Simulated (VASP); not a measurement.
# BeS in VASP: one cell, several levels of theory

Aim: gap, levels, forces and stress of zincblende BeS, under -3.8 % strain along z alone at fixed geometry. Runs: PBE, r2SCAN.

The runs shown are made with VASP 6.6.1. PAW datasets, plane waves. The values are computed, spin-unpolarised, and not measurements.

## (1) The structure to begin with

The cell comes from an earlier relaxation with r2SCAN in another program, then strained, with the atoms relaxed again.

The symmetry is I-4m2 (No. 119, tetragonal); conventional cell a = 3.443 Å, c = 4.686 Å, 13.88 Å³ an atom. Be has 4 S at 2.08 Å; S has 4 Be at 2.08 Å.

Coordinates:

```
CELL_PARAMETERS angstrom
0.00000 2.43431 2.34302
2.43431 0.00000 2.34302
2.43431 2.43431 0.00000
ATOMIC_POSITIONS crystal
Be 0.00000 0.00000 0.00000
S 0.25000 0.25000 0.25000
```

## (2) PBE

File INCAR:

```
ENCUT = 520.000000
SIGMA = 0.020000
EDIFF = 1.00e-07
GGA = PE
PREC = Accurate
IBRION = -1
ISIF = 2
ISMEAR = -1
NBANDS = 11
NELM = 120
NSW = 0
LASPH = .TRUE.
LCHARG = .FALSE.
LWAVE = .FALSE.
LREAL = .FALSE.
```

File KPOINTS:

```
KPOINTS created by Atomic Simulation Environment
0
Gamma
10 10 10
0 0 0
```

File KPOINTS_OPT:

```
special points
7
Reciprocal
0.0000000000 0.0000000000 0.0000000000 1
-0.5000000000 -0.5000000000 0.0000000000 1
-0.3750000000 -0.3750000000 0.2500000000 1
-0.3750000000 0.0000000000 0.3750000000 1
0.0000000000 0.0000000000 0.5000000000 1
-0.5000000000 -0.2500000000 0.2500000000 1
-0.0375000000 0.0000000000 0.0375000000 1
```

File POSCAR:

```
Be S
 1.0000000000000000
     0.0000000000000000    2.4343062303999998    2.3430197467000000
     2.4343062303999998    0.0000000000000000    2.3430197467000000
     2.4343062303999998    2.4343062303999998    0.0000000000000000
 Be  S
   1   1
Cartesian
  0.0000000000000000  0.0000000000000000  0.0000000000000000
  1.2171531151999999  1.2171531151999999  1.1715098733500000
```

The run uses the recommended PBE PAW datasets (8 valence electrons a neutral cell).

Started as:

```
$ mpirun -np 1 vasp_std
```

## (3) Single point with r2SCAN

File INCAR:

```
ENCUT = 520.000000
SIGMA = 0.010000
EDIFF = 1.00e-07
ALGO = Normal
METAGGA = R2SCAN
PREC = Accurate
IBRION = -1
ISIF = 2
ISMEAR = 0
NBANDS = 11
NELM = 120
NSW = 0
LASPH = .TRUE.
LCHARG = .FALSE.
LWAVE = .FALSE.
LREAL = .FALSE.
```

KPOINTS is that of step 2.

KPOINTS_OPT is that of step 2.

POSCAR is that of step 2.

Before running it: what results should come out? Wanted: for each run, gap; pressure.

As calculated:

```
 level  gap (eV)  pressure (GPa)
   PBE      2.72            4.30
r2SCAN      3.17            4.27
```

**Reading.** The gap runs from 2.72 eV (PBE) to 3.17 eV (r2SCAN).
